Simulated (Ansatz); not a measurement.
# Ge (P6_3mc) in Ansatz: reference runs, part 2 of 2

Ansatz 0.2.0.

## 4. Single point, PBE, 36.71 Å³/atom (volume scaled by 0.94)

File input.yaml:

```yaml
crystal:
  lattice:
    - [3.9677200192, 0.0, 0.0]
    - [-1.9838600096, 3.4361463317, 0.0]
    - [0.0, 0.0, 10.7689417645]
  atoms:
    - { symbol: Ge, position: [0.6666666667, 0.3333333333, 0.414848] }
    - { symbol: Ge, position: [0.3333333333, 0.6666666667, 0.914848] }
    - { symbol: Ge, position: [0.0, 0.0, 0.477452] }
    - { symbol: Ge, position: [0.0, 0.0, 0.977452] }
hamiltonian:
  xc: pbe
  pseudopotentials: { kind: paw }
kpoints:
  mp_grid: { grid: [8, 8, 3] }
scf:
  occupations: { method: fermi_dirac, width: 0.05 }
output:
  forces: true
  stress: true
  eigenvalues: true
```

Launch:

```console
ansatz run input.yaml --threads 2 --pin off --max-ram 5120MiB --backend cpu --events-out ev --progress --plain --runs-dir out
```

It took 8.3 s on 2 threads of Intel Xeon at 2.50GHz (Skylake/Cascade Lake), shared host; peak memory 0.4 GiB.

It converged, with:

* Free energy: -17178.0004 eV
* Pressure: 1.8 GPa
* Largest force: 0.145 eV/Å
* Band gap on the k mesh: 0.70 eV, indirect (least direct gap 0.71 eV)

Caveat: odd divisions of the mesh miss points on the zone boundary, where band edges often lie, so the gap on the mesh can be too wide.

## 5. Single point, PBE, 37.49 Å³/atom (volume scaled by 0.96)

Edit input.yaml of step 4 so:

```diff
@@ -2,5 +2,5 @@
   lattice:
-    - [3.9677200192, 0.0, 0.0]
-    - [-1.9838600096, 3.4361463317, 0.0]
-    - [0.0, 0.0, 10.7689417645]
+    - [3.9956626301, 0.0, 0.0]
+    - [-1.997831315, 3.4603453426, 0.0]
+    - [0.0, 0.0, 10.8447818813]
   atoms:
```

Launch:

```console
ansatz run input.yaml --threads 2 --pin off --max-ram 5120MiB --backend cpu --events-out ev --progress --plain --runs-dir out
```

It took 8.5 s on 2 threads of Intel Xeon at 2.50GHz (Skylake/Cascade Lake), shared host; peak memory 0.4 GiB.

Results (log left out):

```
Free energy            : -17178.0275 eV
Pressure               : 1.0 GPa
Largest force          : 0.082 eV/Å
Band gap on the k mesh : 0.69 eV, indirect (least direct gap 0.70 eV)
```

Caveat: odd divisions of the mesh miss points on the zone boundary, where band edges often lie, so the gap on the mesh can be too wide.

## 6. Single point, PBE, 38.27 Å³/atom (volume scaled by 0.98)

Edit input.yaml of step 5 so:

```diff
@@ -2,5 +2,5 @@
   lattice:
-    - [3.9956626301, 0.0, 0.0]
-    - [-1.997831315, 3.4603453426, 0.0]
-    - [0.0, 0.0, 10.8447818813]
+    - [4.0232197949, 0.0, 0.0]
+    - [-2.0116098974, 3.4842105474, 0.0]
+    - [0.0, 0.0, 10.919575844]
   atoms:
```

Potentials or basis: Ansatz PAW.

Launch:

```console
ansatz run input.yaml --threads 2 --pin off --max-ram 5120MiB --backend cpu --events-out ev --progress --plain --runs-dir out
```

Wall time 9.2 s (2 threads of Intel Xeon at 2.50GHz (Skylake/Cascade Lake), shared host); peak memory 0.41 GiB.

The run converged. Its results:

| Item | Value |
| --- | --- |
| Free energy | -17178.0406 eV |
| Pressure | 0.3 GPa |
| Largest force | 0.025 eV/Å |
| Band gap on the k mesh | 0.68 eV, indirect (least direct gap 0.69 eV) |

Caveat: odd divisions of the mesh miss points on the zone boundary, where band edges often lie, so the gap on the mesh can be too wide.

## 7. Single point, PBE, 39.05 Å³/atom

Edit input.yaml of step 6 so:

```diff
@@ -2,5 +2,5 @@
   lattice:
-    - [4.0232197949, 0.0, 0.0]
-    - [-2.0116098974, 3.4842105474, 0.0]
-    - [0.0, 0.0, 10.919575844]
+    - [4.0504045371, 0.0, 0.0]
+    - [-2.0252022685, 3.5077532247, 0.0]
+    - [0.0, 0.0, 10.993359]
   atoms:
@@ -21 +21,5 @@
   eigenvalues: true
+  write_density: true
+  write_potential: true
+  elf: true
+  volumetric_format: npy
```

Launch:

```console
ansatz run input.yaml --threads 2 --pin off --max-ram 5120MiB --backend cpu --events-out ev --progress --plain --runs-dir out
```

Run time: 12 s. Hardware: 2 threads of Intel Xeon at 2.50GHz (Skylake/Cascade Lake), shared host; peak memory 0.42 GiB.

The run converged. Its results:

```yaml
Free_energy: -17178.0413 eV
Pressure: -0.3 GPa
Largest_force: 0.027 eV/Å
Band_gap_on_the_k_mesh: 0.68 eV, indirect (least direct gap 0.68 eV)
```

Caveat: odd divisions of the mesh miss points on the zone boundary, where band edges often lie, so the gap on the mesh can be too wide.

## 8. Single point, PBE, 39.83 Å³/atom (volume scaled by 1.02)

Edit input.yaml of step 7 so:

```diff
@@ -2,5 +2,5 @@
   lattice:
-    - [4.0504045371, 0.0, 0.0]
-    - [-2.0252022685, 3.5077532247, 0.0]
-    - [0.0, 0.0, 10.993359]
+    - [4.07722919, 0.0, 0.0]
+    - [-2.0386145949, 3.5309840555, 0.0]
+    - [0.0, 0.0, 11.0661648237]
   atoms:
@@ -21,5 +21 @@
   eigenvalues: true
-  write_density: true
-  write_potential: true
-  elf: true
-  volumetric_format: npy
```

Launch:

```console
ansatz run input.yaml --threads 2 --pin off --max-ram 5120MiB --backend cpu --events-out ev --progress --plain --runs-dir out
```

It took 9 s on 2 threads of Intel Xeon at 2.50GHz (Skylake/Cascade Lake), shared host; peak memory 0.41 GiB.

It converged, with:

```
Free energy            : -17178.0312 eV
Pressure               : -0.8 GPa
Largest force          : 0.075 eV/Å
Band gap on the k mesh : 0.59 eV, indirect (least direct gap 0.67 eV)
```

Caveat: odd divisions of the mesh miss points on the zone boundary, where band edges often lie, so the gap on the mesh can be too wide.

## 9. Single point, PBE, 40.61 Å³/atom (volume scaled by 1.04)

Edit input.yaml of step 8 so:

```diff
@@ -2,5 +2,5 @@
   lattice:
-    - [4.07722919, 0.0, 0.0]
-    - [-2.0386145949, 3.5309840555, 0.0]
-    - [0.0, 0.0, 11.0661648237]
+    - [4.103705446, 0.0, 0.0]
+    - [-2.051852723, 3.5539131659, 0.0]
+    - [0.0, 0.0, 11.1380250504]
   atoms:
```

Potentials or basis: Ansatz PAW.

Launch:

```console
ansatz run input.yaml --threads 2 --pin off --max-ram 5120MiB --backend cpu --events-out ev --progress --plain --runs-dir out
```

Wall time 10 s (2 threads of Intel Xeon at 2.50GHz (Skylake/Cascade Lake), shared host); peak memory 0.42 GiB.

It converged, with:

| Property | Result |
| --- | --- |
| Free energy | -17178.0112 eV |
| Pressure | -1.3 GPa |
| Largest force | 0.118 eV/Å |
| Band gap on the k mesh | 0.49 eV, indirect (least direct gap 0.65 eV) |

Caveat: odd divisions of the mesh miss points on the zone boundary, where band edges often lie, so the gap on the mesh can be too wide.

## 10. Single point, PBE, 41.39 Å³/atom (volume scaled by 1.06)

Edit input.yaml of step 9 so:

```diff
@@ -2,5 +2,5 @@
   lattice:
-    - [4.103705446, 0.0, 0.0]
-    - [-2.051852723, 3.5539131659, 0.0]
-    - [0.0, 0.0, 11.1380250504]
+    - [4.129844402, 0.0, 0.0]
+    - [-2.064922201, 3.5765501658, 0.0]
+    - [0.0, 0.0, 11.2089697979]
   atoms:
```

Launch:

```console
ansatz run input.yaml --threads 2 --pin off --max-ram 5120MiB --backend cpu --events-out ev --progress --plain --runs-dir out
```

Wall time 9.4 s (2 threads of Intel Xeon at 2.50GHz (Skylake/Cascade Lake), shared host); peak memory 0.42 GiB.

The run converged. Its results:

* Free energy: -17177.9827 eV
* Pressure: -1.7 GPa
* Largest force: 0.159 eV/Å
* Band gap on the k mesh: 0.39 eV, indirect (least direct gap 0.57 eV)

Caveat: odd divisions of the mesh miss points on the zone boundary, where band edges often lie, so the gap on the mesh can be too wide.

## 11. Equation of state, PBE

Potentials or basis: Ansatz PAW.

No new run: the results of the series are fitted here.

What came out:

| Item | Value |
| --- | --- |
| Equilibrium volume | 38.71 Å³/atom |
| Bulk modulus at fixed shape and positions | 29 GPa |
| Pressure derivative of the bulk modulus | 4.9 |

Energy against volume, from the lowest point:
```tsv
volume (Å³/atom)	energy (meV/atom)
36.705	10.22
37.486	3.47
38.267	0.19
39.048	0.00
39.829	2.54
40.610	7.52
41.391	14.65
```

Caveat: the cell was scaled at fixed shape and fractional positions, which overstates the stiffness of a crystal with free parameters, most of all of layers and chains.

## 12. Summary

```tsv
task	cell	gap on the mesh (eV)	pressure (GPa)	largest force (eV/Å)
single point	as given	0.68	-0.3	0.03
single point	atoms moved at random, drawn with an rms of 0.05 Å	0.34	-0.6	0.61
equation of state	as given	-	-	-
```

Alike in all rows: level PBE; potentials or basis Ansatz PAW; no spin polarisation; k mesh 8 × 8 × 3; cutoff (eV) 420; smearing fermi-dirac 0.05 eV.

Caveats: odd divisions of the mesh miss points on the zone boundary, where band edges often lie, so the gap on the mesh can be too wide (some runs); the cell was scaled at fixed shape and fractional positions, which overstates the stiffness of a crystal with free parameters, most of all of layers and chains (some runs).

Absolute energies hang on the potentials; compare differences alone.
